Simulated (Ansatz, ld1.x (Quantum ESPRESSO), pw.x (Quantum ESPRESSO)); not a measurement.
**pw.x on diamond Al: one setting changed**

Potential: norm-conserving Troullier–Martins (Kleinman–Bylander form), ld1.x (Quantum ESPRESSO) 7.5, PBE; core [Ne], reference 3s2 3p0.5; waves: 3s (bound): rc 2.10 bohr; 3p (bound): rc 2.70 bohr; 3d channel at 0.35 Ry: rc 2.25 bohr; local part: the d channel; core correction: a·sin(br)/r model core inside 1.70 bohr.

The reference run (k-mesh 8³, cutoffs 50/200 Ry, Fermi–Dirac 0.01 Ry, mixing_beta 0.4, conv_thr 1e-9, no spin) gives -0.11 GPa at 27.707 Å³/atom, where all-electron LAPW gives -0.02 GPa. This run, with its own iteration cap, changes nbnd to 6.

```
&control
  calculation='scf', prefix='x', pseudo_dir='./', outdir='./tmp', tstress=.true., disk_io='none'
/
&system
  ibrav=0, nat=2, ntyp=1, ecutwfc=50, ecutrho=200, nbnd=6,
  occupations='smearing', smearing='fd', degauss=0.01
/
&electrons
  conv_thr=1e-09, mixing_beta=0.4, electron_maxstep=60
/
ATOMIC_SPECIES
Al 1.0 Al.UPF
CELL_PARAMETERS angstrom
  0.00000000 3.02595990 3.02595990
  3.02595990 0.00000000 3.02595990
  3.02595990 3.02595990 0.00000000
ATOMIC_POSITIONS crystal
Al 0.0000 0.0000 0.0000
Al 0.2500 0.2500 0.2500
K_POINTS automatic
8 8 8 0 0 0
```

```bash
pw.x < Al.scf.in > Al.scf.out
```

Question: How does the run end?

Answer: It converges in 15 iterations; the free energy moves by +0.0 meV/atom and the pressure by +0.00 GPa. The result is that of the reference run.

```
Message from routine setup:
     using ibrav=0 with symmetry is DISCOURAGED, use correct ibrav instead
     lattice parameter (alat)  =       8.0868  a.u.
     unit-cell volume          =     373.9522 (a.u.)^3
     number of electrons       =         6.00
     number of Kohn-Sham states=            6
     kinetic-energy cutoff     =      50.0000  Ry
     charge density cutoff     =     200.0000  Ry
     scf convergence threshold =      1.0E-09
     Exchange-correlation= PBE
     number of k points=    29  Fermi-Dirac smearing, width (Ry)=  0.0100
     iteration #  1     ecut=    50.00 Ry     beta= 0.40
     total energy              =      -8.66329030 Ry
     estimated scf accuracy    <       0.02333701 Ry
     iteration #  2     ecut=    50.00 Ry     beta= 0.40
     total energy              =      -8.66222730 Ry
     estimated scf accuracy    <       0.00694413 Ry
     iteration #  3     ecut=    50.00 Ry     beta= 0.40
     total energy              =      -8.66270455 Ry
     estimated scf accuracy    <       0.00016459 Ry
     iteration #  4     ecut=    50.00 Ry     beta= 0.40
     total energy              =      -8.66273338 Ry
     estimated scf accuracy    <       0.00001277 Ry
     iteration #  5     ecut=    50.00 Ry     beta= 0.40
     total energy              =      -8.66273530 Ry
     estimated scf accuracy    <       0.00000005 Ry
     iteration #  6     ecut=    50.00 Ry     beta= 0.40
     total energy              =      -8.66273552 Ry
     estimated scf accuracy    <       0.00000007 Ry
     [... 3 iterations left out ...]
     iteration # 10     ecut=    50.00 Ry     beta= 0.40
     total energy              =      -8.66273552 Ry
     estimated scf accuracy    <       0.00000106 Ry
     iteration # 11     ecut=    50.00 Ry     beta= 0.40
     total energy              =      -8.66273553 Ry
     estimated scf accuracy    <       0.00000053 Ry
     iteration # 12     ecut=    50.00 Ry     beta= 0.40
     total energy              =      -8.66273545 Ry
     estimated scf accuracy    <       0.00000055 Ry
     iteration # 13     ecut=    50.00 Ry     beta= 0.40
     total energy              =      -8.66273544 Ry
     estimated scf accuracy    <       0.00000008 Ry
     iteration # 14     ecut=    50.00 Ry     beta= 0.40
     total energy              =      -8.66273545 Ry
     estimated scf accuracy    <       0.00000001 Ry
     iteration # 15     ecut=    50.00 Ry     beta= 0.40
     the Fermi energy is     2.7224 ev
!    total energy              =      -8.66273545 Ry
     estimated scf accuracy    <          5.2E-12 Ry
     smearing contrib. (-TS)   =      -0.00701383 Ry
     The total energy is F=E-TS. E is the sum of the following terms:
     one-electron contribution =       2.92719932 Ry
     hartree contribution      =       0.40800226 Ry
     xc contribution           =      -3.51257654 Ry
     ewald contribution        =      -8.47834666 Ry
     convergence has been achieved in  15 iterations
          total   stress  (Ry/bohr**3)                   (kbar)     P=       -1.10
     Message from routine punch:
     Nothing written, as per user request (disk_io='none')
```

The run took about 12 s on one core of a shared host (Intel(R) Xeon(R) Platinum 8259CL CPU @ 2.50GHz, 96 threads, 755 GiB, load 38).
